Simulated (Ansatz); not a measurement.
# Mo(100) / 3 layers W(100) / Mo(100): resistance against film thickness, part 2 of 2

How does the resistance across the layers grow with the film in Mo(100) / 3 layers W(100) / Mo(100)?

Ansatz 0.2.0; Ansatz plane-wave DFT, PBE, PAW files; ballistic transport by layer matching (Landauer), zero bias; PAW set soft_1.

So far. Step 4 (With 6 layers, k-mesh 12×12×1, film layers 6): The conductance of the junction is 9.2e14 S/m², 4.4 % under the 9.6e14 S/m² of the last finished run, within the error estimates, leads' steps apart, of 4.5 and 5 %.

## 5. With 8 layers, k-mesh 12×12×1, film layers 8

The stack now holds 8 film layers; the k-mesh follows the cell, and the energies span -0.27 to 0.27 eV.

System of this step: Mo(100) / 8 layers W(100) / Mo(100). The cell holds 18 atoms: 10 Mo and 8 W. Cell: a = 3.147 Å, b = 3.147 Å, c = 28.538 Å, α = 90.0°, β = 90.0°, γ = 90.0°. It derives from Mo and W. Regions: lead, 10 atoms (10 Mo); films, 8 atoms (8 W). The structure is stacked along c, and the current runs across the ab planes.

Contents of input.yaml:

```yaml
crystal:
  lattice:
    - [3.147, 0.0, 0.0]
    - [0.0, 3.147, 0.0]
    - [0.0, 0.0, 28.537810438]
  atoms:
    - { symbol: Mo, position: [0.0, 0.0, 0.0275686883] }
    - { symbol: Mo, position: [0.5, 0.5, 0.0827060648] }
    - { symbol: Mo, position: [0.0, 0.0, 0.1378434414] }
    - { symbol: Mo, position: [0.5, 0.5, 0.1929808179] }
    - { symbol: Mo, position: [0.0, 0.0, 0.2481181945] }
    - { symbol: W, position: [0.5, 0.5, 0.3037260224] }
    - { symbol: W, position: [0.0, 0.0, 0.3598043017] }
    - { symbol: W, position: [0.5, 0.5, 0.415882581] }
    - { symbol: W, position: [0.0, 0.0, 0.4719608603] }
    - { symbol: W, position: [0.5, 0.5, 0.5280391397] }
    - { symbol: W, position: [0.0, 0.0, 0.584117419] }
    - { symbol: W, position: [0.5, 0.5, 0.6401956983] }
    - { symbol: W, position: [0.0, 0.0, 0.6962739776] }
    - { symbol: Mo, position: [0.5, 0.5, 0.7518818055] }
    - { symbol: Mo, position: [0.0, 0.0, 0.8070191821] }
    - { symbol: Mo, position: [0.5, 0.5, 0.8621565586] }
    - { symbol: Mo, position: [0.0, 0.0, 0.9172939352] }
    - { symbol: Mo, position: [0.5, 0.5, 0.9724313117] }
kpoints:
  mp_grid: { grid: [12, 12, 1] }
hamiltonian:
  xc: pbe
  pseudopotentials: { kind: paw, azcp: { folder: soft_1 } }
scf:
  occupations: { method: fermi_dirac, width: 0.1 }
output:
  transmission:
    leads: [[0, 1]]
    kmesh: [24, 24]
    e_range: [-0.27, 0.27]
    de: 0.036
  write_potential: true
  write_density: true
  volumetric_format: npy
```

On the command line:

```sh
$ ansatz run input.yaml --threads 4 --pin off --max-ram 8192MiB --backend cpu --events-out ev --progress --plain --runs-dir out
```

The job ended after 1.9 min (4 threads of Arm Neoverse V2, shared host; peak memory 1.7 GiB; 6.7 min of CPU time).

This step gave:

```yaml
free_energy: -132648.0357 eV
energy_at_zero_smearing: -132647.8706 eV
fermi_energy: 21.73 eV
step_of_the_lead_s_potential: 2.9 meV
estimated_errors_of_the_lead_s_conductance: 0, 6.5, 0.7 % (band edges, k-mesh, distance from neutral)
lead_conductance_per_cell: 1.646 G₀
conductance_of_the_junction: 8.70e14 S/m²
junction_conductance_per_cell: 1.112 G₀
estimated_errors_of_the_junction_s_conductance: 0, 0, 6, 0.7, 0.6 % (energy step, band edges, k-mesh, leads' steps, distance from neutral)
area_resistance_that_the_stack_adds_contact_term_taken_off_spin_by_spin: 0.3732 fΩ m²
```

Per spin. Table of transmission, zone mean by energy, zero at the Fermi level:

```csv
energy (eV),"transmission, zone mean"
-0.270,1.10
-0.234,1.11
-0.198,1.09
-0.162,1.10
-0.126,1.10
-0.090,1.10
-0.054,1.10
-0.018,1.11
0.018,1.10
0.054,1.14
0.090,1.16
0.126,1.17
0.162,1.17
0.198,1.26
0.234,1.34
0.270,1.36
```

The conductance of the junction is 8.7e14 S/m², 5.2 % under the 9.2e14 S/m² of the last finished run, within the error estimates, leads' steps apart, of 5 and 6 %.

## 6. With 10 layers, k-mesh 12×12×1, film layers 10

The stack now holds 10 film layers; the k-mesh follows the cell, and the energies span -0.27 to 0.27 eV.

System of this step: Mo(100) / 10 layers W(100) / Mo(100). The cell holds 20 atoms: 10 Mo and 10 W. Its edges and angles: a = 3.147 Å, b = 3.147 Å, c = 31.739 Å, α = 90.0°, β = 90.0°, γ = 90.0°. It derives from Mo and W. Regions: lead, 10 atoms (10 Mo); films, 10 atoms (10 W). The structure is stacked along c, and the current runs across the ab planes.

input.yaml, the sections that differ from step 5:

```yaml
crystal:
  lattice:
    - [3.147, 0.0, 0.0]
    - [0.0, 3.147, 0.0]
    - [0.0, 0.0, 31.7385130475]
  atoms:
    - { symbol: Mo, position: [0.0, 0.0, 0.0247884959] }
    - { symbol: Mo, position: [0.5, 0.5, 0.0743654876] }
    - { symbol: Mo, position: [0.0, 0.0, 0.1239424794] }
    - { symbol: Mo, position: [0.5, 0.5, 0.1735194712] }
    - { symbol: Mo, position: [0.0, 0.0, 0.2230964629] }
    - { symbol: W, position: [0.5, 0.5, 0.2730964629] }
    - { symbol: W, position: [0.0, 0.0, 0.3235194712] }
    - { symbol: W, position: [0.5, 0.5, 0.3739424794] }
    - { symbol: W, position: [0.0, 0.0, 0.4243654876] }
    - { symbol: W, position: [0.5, 0.5, 0.4747884959] }
    - { symbol: W, position: [0.0, 0.0, 0.5252115041] }
    - { symbol: W, position: [0.5, 0.5, 0.5756345124] }
    - { symbol: W, position: [0.0, 0.0, 0.6260575206] }
    - { symbol: W, position: [0.5, 0.5, 0.6764805288] }
    - { symbol: W, position: [0.0, 0.0, 0.7269035371] }
    - { symbol: Mo, position: [0.5, 0.5, 0.7769035371] }
    - { symbol: Mo, position: [0.0, 0.0, 0.8264805288] }
    - { symbol: Mo, position: [0.5, 0.5, 0.8760575206] }
    - { symbol: Mo, position: [0.0, 0.0, 0.9256345124] }
    - { symbol: Mo, position: [0.5, 0.5, 0.9752115041] }
# kpoints, hamiltonian, scf, output: as in step 5
```

The job ended after 2.7 min (4 threads; peak memory 2 GiB; 8 min of CPU time).

Numbers from this step:

```yaml
free_energy: -153419.8521 eV
energy_at_zero_smearing: -153419.6690 eV
fermi_energy: 21.80 eV
step_of_the_lead_s_potential: 3.1 meV
estimated_errors_of_the_lead_s_conductance: 0, 6.5, 0.6 % (band edges, k-mesh, distance from neutral)
lead_conductance_per_cell: 1.649 G₀
conductance_of_the_junction: 8.44e14 S/m²
junction_conductance_per_cell: 1.079 G₀
estimated_errors_of_the_junction_s_conductance: 0.1, 0, 6.8, 0.8, 0.4 % (energy step, band edges, k-mesh, leads' steps, distance from neutral)
area_resistance_that_the_stack_adds_contact_term_taken_off_spin_by_spin: 0.4095 fΩ m²
```

Per spin. The transmission, zone mean by energy, zero at the Fermi level:

| energy (eV) | transmission, zone mean |
| --- | --- |
| -0.270 | 1.08 |
| -0.234 | 1.09 |
| -0.198 | 1.08 |
| -0.162 | 1.08 |
| -0.126 | 1.08 |
| -0.090 | 1.08 |
| -0.054 | 1.07 |
| -0.018 | 1.07 |
| 0.018 | 1.06 |
| 0.054 | 1.10 |
| 0.090 | 1.12 |
| 0.126 | 1.14 |
| 0.162 | 1.15 |
| 0.198 | 1.23 |
| 0.234 | 1.31 |
| 0.270 | 1.33 |

The conductance of the junction is 8.4e14 S/m², 3.0 % under the 8.7e14 S/m² of the last finished run, within the error estimates, leads' steps apart, of 6 and 6.8 %.

## 7. Cost and result by level

Times are for 4 threads of Arm Neoverse V2, shared host. Results by setting:

```
no.  film layers  area resistance that the stack adds (contact term taken off, spin by spin) (fΩ m²)  conductance of the junction (S/m²)     time  memory (GiB)
  1            3                                                                              0.1506                             1.08e15  4.2 min           1.5
  2            5                                                                              0.2649                             9.60e14  1.8 min           1.4
  3            6                                                                              0.3127                             9.17e14  2.2 min           1.4
  4            8                                                                              0.3732                             8.70e14  1.9 min           1.7
  5           10                                                                              0.4095                             8.44e14  2.7 min           2.0
```

## 8. Summary of results

```json
{
  "area resistance, 3 layers": "0.151 fΩ m²",
  "area resistance, 5 layers": "0.265 fΩ m²",
  "area resistance, 6 layers": "0.313 fΩ m²",
  "area resistance, 8 layers": "0.373 fΩ m²",
  "area resistance, 10 layers": "0.409 fΩ m²"
}
```

**Reading.** The stack adds 0.15 fΩ m² with 3 layers and 0.41 fΩ m² with 10. From 5 to 10 layers it grows by 55 %, though no single step exceeds the two runs' error estimates together; nothing scatters inside a perfect film, so this is no ohmic growth. Atoms sit on ideal sites and aren't relaxed. Spin-orbit coupling is left out, which matters for W. W(100) is compressed by 0.56 % in plane to fit Mo(100), at its own atomic volume. 1 further run is left out: refused by the program, or repeats without effect or without named leads.

[Logs are printed without paths, hosts, clocks, repeated set-up lines and the standing remarks that a program may print on its own settings, such as how far it seeks lower states.]

[Hosts, paths, dates, database ids (printed as entryN), source tags and the programs' standing remarks are cut or masked in the printed files.]
